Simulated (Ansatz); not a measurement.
How far is this Al5As from the hull?

Theory: Ansatz 0.2.0, DFT PBE, scalar-relativistic, plane waves, PAW. All cells share a 420 eV cutoff and Γ-centred k meshes spaced at most about 0.3 Å⁻¹ (about 0.25 or finer for metals, 2π included). No spin polarisation.

Energies over the elements count from the elements' standard structures at the same level, with no fitted energy shifts.

All energies are static (0 K, no zero-point motion). Al stands nearly free of neighbours here, and without spin polarisation the energy of such atoms comes out too high. The reference form of As is held partly by dispersion forces, which this level lacks.

The competitors are the elements and 1 reference phase of this chemical system (from databases or known types: AlAs), relaxed at the same level; other known phases may be missing.

The candidate was reached from: random cell.

Space group F-43m (No. 216). a = 9.176 Å, b = 9.176 Å, c = 9.176 Å, α = 90.00°, β = 90.00°, γ = 90.00°
| atom | site | symmetry | x | y | z |
| --- | --- | --- | --- | --- | --- |
| Al | 16e | .3m | 0.5992 | 0.0992 | 0.9008 |
| Al | 4a | -43m | 0.0000 | 0.0000 | 0.0000 |
| As | 4c | -43m | 0.2500 | 0.2500 | 0.2500 |

The lowest competing mixture at this composition:

| phase | space group | source | share of atoms | ΔE_f (eV/atom) |
| --- | --- | --- | --- | --- |
| Al | - | element | 0.6667 | 0.000 |
| AlAs | F-43m (No. 216) | COD | 0.3333 | -0.487 |

Q: What are the hull's energy here, the candidate's formation energy and its margin?

A: The hull lies at -0.162 eV/atom, the weighted sum of the last column. The candidate has 0.662 eV/atom, which is 0.82 eV/atom above it. The candidate matches no cell in the subsets of the Crystallography Open Database and the Materials Project at hand. A phase this far over the hull is unlikely to be made.
